**Question for this page.** A GaSb crystal is cut along (100) and the cut is left bare. How much energy does the new surface cost, how firmly does its gallium face hold electrons, and how much does the surface recover when its atoms relax? Five related crystals are known, but none contains gallium or antimony.

Zincblende (100) slabs cut from the relaxed bulk, computed with Ansatz 0.2.0: PBEsol, plane-wave PAW, scalar-relativistic, no spin polarisation, 420 eV cutoff, k meshes 6×6×1 to 8×8×1, Gaussian smearing of 0.05 or 0.1 eV, 15 Å vacuum. Volume per atom and shortest distance are bulk values; surface energies average both faces, and the top face ends in metal atoms.

| formula | element on site A | Z A | element on site B | Z B | valence electrons | volume per atom (Å³) | shortest distance (Å) | planes | slab thickness as cut | surface energy relaxed (J/m²) | surface energy unrelaxed (J/m²) | work function top relaxed (eV) | surface area (Å²) |
| --- | --- | --- | --- | --- | --- | --- | --- | --- | --- | --- | --- | --- | --- |
| GaSb | Ga | 31 | Sb | 51 | 8 | 28.53 | 2.646 | 8 | 10.69 Å | ? | ? | ? | ? |
| CdS | Cd | 48 | S | 16 | 18 | 24.70 | 2.522 | 8 | 10.19 Å | 1.696 | 1.737 | 4.042 | 16.96 |
| CdTe | Cd | 48 | Te | 52 | 18 | 34.16 | 2.810 | 8 | 11.36 Å | 1.117 | 1.138 | 3.843 | 21.06 |
| InP | In | 49 | P | 15 | 8 | 25.39 | 2.545 | 8 | 10.29 Å | 1.741 | 1.762 | 4.588 | 17.28 |
| InAs | In | 49 | As | 33 | 8 | 28.20 | 2.636 | 8 | 10.65 Å | 1.424 | 1.441 | 4.450 | 18.53 |
| HgTe | Hg | 80 | Te | 52 | 18 | 34.52 | 2.820 | 8 | 11.4 Å | 0.846 | 0.871 | 4.232 | 21.20 |

**What a cut costs**

Start from the limit in which every cut bond costs the same. The surface energy would then depend only on how many bonds cross a unit area, and crystals with short bonds would cost most. CdTe and HgTe contradict this. Their surface cells are almost equal in area, yet HgTe costs 0.27 J/m² less.

The likely difference is the strength of the bonds. The cohesive energy, the cost of separating a crystal into free atoms, is roughly 4.3 eV per pair of atoms in CdTe and 3.2 eV in HgTe, both recalled values. That is a fall of about a quarter, much like the fall in surface energy. Mercury holds its outer s electrons unusually tightly, a well-known relativistic effect, and shares them less readily than cadmium does. The same tight hold fits the higher work function of HgTe, 0.39 eV above that of CdTe. Bond density and bond strength therefore both have to enter the estimate.

Now take the opposite limit and pull the whole crystal apart into free atoms. Each pair of atoms owns four bonds, so a quarter of the cohesive energy per pair is the price of one bond. The (100) cut breaks two bonds per surface cell and creates two faces, which leaves one bond price for each face.

For GaSb the cohesive energy is roughly 6.0 eV per pair, a recalled value. The cell area is 8d²/3, with d the shortest distance, and 1 eV/Å² equals 16.02 J/m². The bare cost is then (6.0/4) × 16.02 / (8 × 2.646²/3) = 1.29 J/m².

A surface atom is not a free atom, however. It keeps two of its bonds, so its electrons cannot settle fully into the arrangement of the free atom. By itself, this makes a cut bond cost more than its share of the cohesion, although the remaining bonds may strengthen and offset the extra cost. The extra cost may weigh more in the II-VI crystals: a free Cd or Hg atom has no unpaired outer electron, and these crystals have less cohesion to begin with.

The broken bonds also hold different numbers of electrons in the two families: ¾ and 5/4 in III-V crystals, ½ and 3/2 in II-VI crystals. I therefore scaled the bare cost by one factor for each family, using the five known rows. The factors are 1.09 for III-V and 1.30 for II-VI. Their order agrees with the argument, but the table does not isolate the cause.

**How firmly the face holds electrons**

A free atom's pull on electrons can be measured by its Mulliken electronegativity, the average of its ionisation energy and electron affinity. When two kinds of atom share electrons, the common level lies between their separate levels, and the geometric mean is a simple estimate of it. A heavier anion pulls less, so the work function should fall. It does so from InP to InAs and from CdS to CdTe.

The tabulated work function belongs to the metal-atom face alone. In relaxed CdS the opposite, sulfur face has a work function 3.07 eV higher; in InAs the difference is 1.29 eV. Such a slab carries a dipole, and charge can move between its faces. All five slabs are metallic on the sampled mesh, although bulk CdS, CdTe and InP have gaps, so both the work functions and the surface energies may change with slab thickness. The program also warns of a rough exchange-correlation potential in the thin density outside the relaxed CdTe, InP and InAs slabs, which may disturb their work functions; for HgTe the warning concerns only the slab before relaxing.

I scaled the geometric mean by one factor per family as well. For GaSb the mean is 3.96 eV from rough atomic values, and the III-V factor of about 1.1 turns it into 4.35 eV. The II-VI factor is only about 0.80, so the mean does not set the work function by itself; the factors are fitted, not derived.

**What relaxation can recover**

Real (100) faces of such compounds usually reconstruct: often neighbouring surface atoms pair up and use some of their broken bonds, or part of the outer layer is missing. Here the small repeating cell and its symmetry forbid pairing, so the atomic planes can only shift up or down. The recovered energy should be small, and the mean of the five known rows serves as the estimate.

**Forecasts for GaSb**

- Relaxed surface energy: 1.40 ± 0.20 J/m², between CdTe and InP.
- Work function of the gallium face: 4.35 ± 0.25 eV.
- Energy recovered by relaxation: 0.025 ± 0.020 J/m².

These ranges are judgements, because only two crystals set each III-V factor. A constant energy per cut bond also gives 1.40 J/m² for GaSb. Agreement there could not decide between the two pictures; the evidence for bond strength comes from CdTe and HgTe.

The withheld rows as computed:

| formula | element on site A | Z A | element on site B | Z B | valence electrons | volume per atom (Å³) | shortest distance (Å) | planes | slab thickness as cut | surface energy relaxed (J/m²) | surface energy unrelaxed (J/m²) | work function top relaxed (eV) | surface area (Å²) |
| --- | --- | --- | --- | --- | --- | --- | --- | --- | --- | --- | --- | --- | --- |
| GaSb | Ga | 31 | Sb | 51 | 8 | 28.53 | 2.646 | 8 | 10.69 Å | 1.234 | 1.252 | 4.451 | 18.67 |

**What came out**

The computed surface energy is 1.23 J/m². It lies between CdTe and InP and inside the stated range, but close to the lower edge. The central estimate was too high by 0.17 J/m², or 13% of the computed value. The constant-bond picture misses by almost the same amount. The computed value even lies below the bare cost of 1.29 J/m². With the recalled cohesive energy, a cut bond in GaSb thus costs slightly less than its share of the cohesion, as it could if stronger remaining bonds more than offset the extra cost.

InAs shows where the estimate falls short. Its bond length is nearly that of GaSb, and its recalled cohesive energy is only about 3% higher, at 6.2 eV per pair. Yet the surface energy drops by 13% from InAs to GaSb. To remove the whole miss, the cohesive energy of GaSb would have to be about 5.3 eV instead of 6.0 eV, a larger change than rounding would explain.

PBEsol may bind GaSb more weakly, relative to InP and InAs, than the recalled energies suggest. An error in the same proportion for all three would not matter, because the fitted factor absorbs it. Alternatively, something specific to the cut faces may be at work. One guess is that bare gallium and antimony faces regain more bonding than indium and arsenic faces do. The surface energy is an average over the two unlike faces, so it cannot show which of them is cheaper.

The work function came out at 4.45 eV, 0.10 eV above the central estimate and well inside the range. The model had placed GaSb about 0.1 eV below InAs, but the two are level. Both the metal and its partner change between these crystals, so the comparison cannot tell which change offset the expected fall.

Relaxation recovers 0.018 J/m², also within its range. This small gain does not mean that the bare surface is stable, since pairing and other reconstructions were forbidden.

These numbers compare ideal cuts and do not describe prepared wafers. In this calculation the bands of bulk InAs touch and those of bulk GaSb come within about 0.002 eV of each other, whereas the real crystals have clear gaps. Semi-local functionals such as PBEsol are known to make gaps too small, and including spin-orbit coupling would not be expected to restore them. For a first guess at a neighbouring crystal's ideal cut, divide its cohesive energy by the area of its surface cell and scale the result to known crystals of the same family, remembering the 13% miss found here. The fits and their deviations are printed below.

Numerical output:

```
bare bond cost of GaSb per face, J/m²: 1.287
mean Mulliken electronegativity of GaSb, eV: 3.96
surface energy of InP over that of HgTe: 2.058
cut-bond density of CdS over that of HgTe: 1.25
surface energy of CdTe less HgTe, J/m²: 0.271
work function of InP less InAs, eV: 0.138
work function of CdS less CdTe, eV: 0.199
work function of HgTe less CdTe, eV: 0.389
anion face less cation face in CdS, eV: 3.072
anion face less cation face in InAs, eV: 1.293
fit of surface_energy_relaxed on 5 rows: coefficient of bare_35 1.087 +/- 0.03, coefficient of bare_26 1.303 +/- 0.036; rms 0.0473, worst HgTe -0.0586, leave-one-out rms 0.0911
  rows outside the fit (model, value, miss): GaSb 1.399, 1.234, 0.165
fit of surface_energy_relaxed on 5 rows: coefficient of cut_density 13.03 +/- 1; rms 0.219, worst HgTe 0.383, leave-one-out rms 0.27
  rows outside the fit (model, value, miss): GaSb 1.396, 1.234, 0.162
fit of work_function_top_relaxed on 5 rows: coefficient of mull_35 1.1 +/- 0.012, coefficient of mull_26 0.7964 +/- 0.0082; rms 0.0556, worst HgTe -0.0977, leave-one-out rms 0.085
  rows outside the fit (model, value, miss): GaSb 4.354, 4.451, -0.097
fit of gain on 5 rows: constant 0.025 +/- 0.0042; rms 0.00839, worst CdS -0.016, leave-one-out rms 0.0105
  rows outside the fit (model, value, miss): GaSb 0.025, 0.018, 0.007
```
